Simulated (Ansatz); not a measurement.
# How the vibrations of MgO change with volume

Computed with DFT PBEsol, scalar-relativistic, plane waves, PAW in Ansatz 0.2.0. Cutoff 420 eV, 10×10×10 k-points (Γ-centred), fixed occupations. No spin polarisation. Phonons by linear response, acoustic sum rule imposed.

Equilibrium structure at this level:
```cif
data_structure
_symmetry_space_group_name_H-M 'Fm-3m'
_symmetry_Int_Tables_number 225
_cell_length_a 4.2142
_cell_length_b 4.2142
_cell_length_c 4.2142
_cell_angle_alpha 90.000
_cell_angle_beta 90.000
_cell_angle_gamma 90.000
_cell_volume 74.84
loop_
_atom_site_label
_atom_site_type_symbol
_atom_site_symmetry_multiplicity
_atom_site_Wyckoff_symbol
_atom_site_fract_x
_atom_site_fract_y
_atom_site_fract_z
_atom_site_occupancy
Mg1 Mg 4 a 0.00000 0.00000 0.00000 1
O1 O 4 b 0.50000 0.00000 0.00000 1
```

Cells at 0.98 and 1.02 times the equilibrium volume were relaxed in shape and atoms; γ = −d ln ν / d ln V, modes matched by rank.

**Question.** Give the optical frequencies at Γ without the LO field (cm⁻¹) at the three volumes and the mode Grüneisen parameters.

**Answer.**
```csv
0.98 V,V,1.02 V,γ,degeneracy
406,388,369,2.40,3
```

**Question.** What pressures hold the two strained cells, and what bulk modulus follows?

**Answer.** 3.31 GPa at 0.98 V and -2.99 GPa at 1.02 V, so B = −dP/d ln V ≈ 158 GPa.

**Question.** How does the gap respond?

**Answer.** It is 4.82, 4.62 and 4.43 eV at 0.98, 1 and 1.02 V: dE_g/d ln V = -9.6 eV.

**Question.** And the dielectric constants (a third of the trace)?

**Answer.** ε∞: 3.22, 3.25, 3.27; ε0: 9.8, 10.4, 11.0, in order of rising volume.